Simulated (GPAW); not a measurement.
## La: band structure with rSCAN

La:

```
La
1.0
     3.75000    0.00000    0.00000
    -1.87500    3.24760    0.00000
     0.00000    0.00000    6.07000
La
2
Direct
  0.66667 0.33333 0.75000
  0.33333 0.66667 0.25000
```

This isn't the form of La at room conditions, which is double hcp.

```yaml
Program: GPAW 26.7.0
Task: band structure
Functional: rSCAN
Potentials_or_basis: GPAW PAW data sets (gpaw-data 1.2.1)
Cutoff: 800 eV
Basis: pw
k_mesh: 6 × 6 × 3
Occupations: fermi-dirac, width 0.05 eV
Spin: spin-orbit coupling, no magnetisation
Maxiter: 150
Band_path: GMKGALHA,LM,KH
Band_points: 80
spin_axis_theta_degrees: 0
spin_axis_phi_degrees: 0
Soc_after_scf: second variation without the xc potential
```

```
Pressure                : 0.5 GPa
Band gap along the path : none (metal or under the smearing width)
```

Stress tensor (GPa, compression positive):
```
 0.91  0.00  0.00
 0.00  0.91  0.00
 0.00  0.00 -0.32
```

Levels at the corners of the path, in eV from the Fermi level:
| point | band 18 | band 19 | band 20 | band 21 | band 22 | band 23 | band 24 | band 25 | band 26 | band 27 |
| --- | --- | --- | --- | --- | --- | --- | --- | --- | --- | --- |
| Γ | -3.29 | -1.84 | -1.84 | 1.28 | 1.28 | 1.38 | 1.38 | 1.50 | 1.50 | 1.82 |
| M | -1.72 | -1.26 | -1.26 | -1.18 | -1.18 | 1.31 | 1.31 | 1.34 | 1.34 | 1.45 |
| K | -1.41 | -0.08 | -0.08 | 0.13 | 0.13 | 0.25 | 0.25 | 0.95 | 0.95 | 0.97 |
| Γ | -3.29 | -1.84 | -1.84 | 1.28 | 1.28 | 1.38 | 1.38 | 1.50 | 1.50 | 1.82 |
| A | -1.90 | -1.90 | -1.90 | 0.65 | 0.65 | 0.65 | 0.65 | 1.43 | 1.43 | 1.43 |
| L | -1.76 | -1.76 | -1.76 | -0.40 | -0.40 | -0.40 | -0.40 | 1.81 | 1.81 | 1.81 |
| H | -0.64 | -0.62 | -0.62 | -0.37 | -0.37 | -0.23 | -0.23 | 0.93 | 0.93 | 1.07 |
| A | -1.90 | -1.90 | -1.90 | 0.65 | 0.65 | 0.65 | 0.65 | 1.43 | 1.43 | 1.43 |
| L | -1.76 | -1.76 | -1.76 | -0.40 | -0.40 | -0.40 | -0.40 | 1.81 | 1.81 | 1.81 |
| M | -1.72 | -1.26 | -1.26 | -1.18 | -1.18 | 1.31 | 1.31 | 1.34 | 1.34 | 1.45 |
| K | -1.41 | -0.08 | -0.08 | 0.13 | 0.13 | 0.25 | 0.25 | 0.95 | 0.95 | 0.97 |
| H | -0.64 | -0.62 | -0.62 | -0.37 | -0.37 | -0.23 | -0.23 | 0.93 | 0.93 | 1.07 |

Run time: 7.8 min on 1 thread of Arm Neoverse V1, on a shared host, peak memory 1.4 GiB.

Caveat: one-centre terms of the f shell are cut off; spin-orbit coupling was added after a scalar SCF, so levels and gaps hold it while energy, forces, pressure and moments don't; this program's spin-orbit splittings come out too wide for heavy elements; the PAW data sets were made with another functional, which shifts forces and pressure a little.
